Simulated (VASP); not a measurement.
A run of VASP 6.6.1:

File INCAR:

```
PREC     = Accurate       # precision mode
ENCUT    = 520            # plane-wave cutoff, eV
EDIFF    = 1E-7           # SCF threshold, eV
ISMEAR   = 0              # smearing method
SIGMA    = 0.1            # smearing width, eV
LREAL    = F              # projectors in reciprocal space
LASPH    = T              # aspherical terms in the spheres
NELM     = 80             # most SCF steps
ALGO     = Fast           # electronic algorithm
ISIF     = 2              # what is computed and relaxed
LWAVE    = F              # write WAVECAR
LCHARG   = F              # write CHGCAR
GGA      = PE             # functional
NBANDS   = 9              # bands
```

File KPOINTS:

```
Automatic mesh
0
Gamma
  6 6 8
```

The input POSCAR:

```
Se
1.0
    2.9446647121      0.0000000000      0.0000000000
    0.0000000000      2.9446647121      0.0000000000
    0.0000000000      0.0000000000      2.6591382067
Se
1
Direct
    0.5000000000      0.5000000000      0.0000000000
```

Potentials or basis: VASP PAW PBE potentials, release 64 (Se).

Run with:

```sh
$ cat potpaw_PBE.64/Se/POTCAR > POTCAR
$ mpirun -np 1 vasp_std > vasp.out
```

Hardware: 1 thread of Intel(R) Xeon(R) Platinum 8259CL CPU @ 2.50GHz (Skylake/Cascade Lake) (shared host).

Q: How long does it take, and how much memory?

A: It took 5.9 s on 1 thread of Intel(R) Xeon(R) Platinum 8259CL CPU @ 2.50GHz (Skylake/Cascade Lake), with other jobs on the host, peak memory 0.13 GiB. Counts: scf iterations 11, k points 50.
